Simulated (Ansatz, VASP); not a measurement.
## Al in VASP and in Ansatz

```
Al
1.0
     0.00000    2.02481    2.02481
     2.02481    0.00000    2.02481
     2.02481    2.02481    0.00000
Al
1
Direct
  0.00000 0.00000 0.00000
```

Alike in both runs: task relaxation of cell and atoms; functional PBE; k mesh 11 × 11 × 11; occupations fermi-dirac, width 0.05 eV; no spin polarisation.

```csv
,VASP,Ansatz
version,VASP 6.6.1,Ansatz 0.2.0
potentials or method,"VASP PAW PBE potentials, release 54 (Al)",Ansatz PAW
plane-wave cutoff (eV),600,420
valence electrons in the cell,3,3
```

```csv
,VASP,Ansatz,Ansatz less VASP
"gap on the k mesh at the Fermi level, each at its own relaxed structure (eV)",none,none,-
relaxed volume (Å³/atom),16.49,16.51,+0.026
relaxed cell length with the largest relative difference (Å),2.857,2.858,+0.0015
```

A gap of «none» marks a metal or a gap that the smearing closes.

Caveats: the plane-wave basis is chosen anew once the cell has moved, so the energies of steps on either side of that aren't comparable (Ansatz).
